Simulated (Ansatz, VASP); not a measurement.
# In in VASP and in Ansatz

```
In
1.0
     3.54717    0.00000    0.00000
    -1.77358    3.07194    0.00000
     0.00000    0.00000    5.75695
In
2
Cartesian
  0.0000 2.0480 1.4392
  1.7736 1.0240 4.3177
```

Alike in both runs: task single point; functional RPBE; k mesh 12 × 12 × 7; occupations fermi-dirac, width 0.1 eV; no spin polarisation.

|  | VASP | Ansatz |
| --- | --- | --- |
| version | VASP 6.6.1 | Ansatz 0.2.0 |
| potentials or method | VASP PAW PBE potentials, release 64 (In_d) | plane waves (420 eV) with PAW, scalar-relativistic |
| plane-wave cutoff (eV) | 520 | 420 |
| valence electrons in the cell | 26 | 26 |

|  | VASP | Ansatz | Ansatz less VASP |
| --- | --- | --- | --- |
| pressure (GPa) | -1.9 | -1.8 | +0.05 |
| largest component of the traceless stress (GPa) | 0.39 | 0.39 | +0.001 |

With one functional, cell and mesh, what is left measures potentials, basis and numerics.

Caveats: the PAW data sets were made with another functional, which shifts forces and pressure a little (VASP).
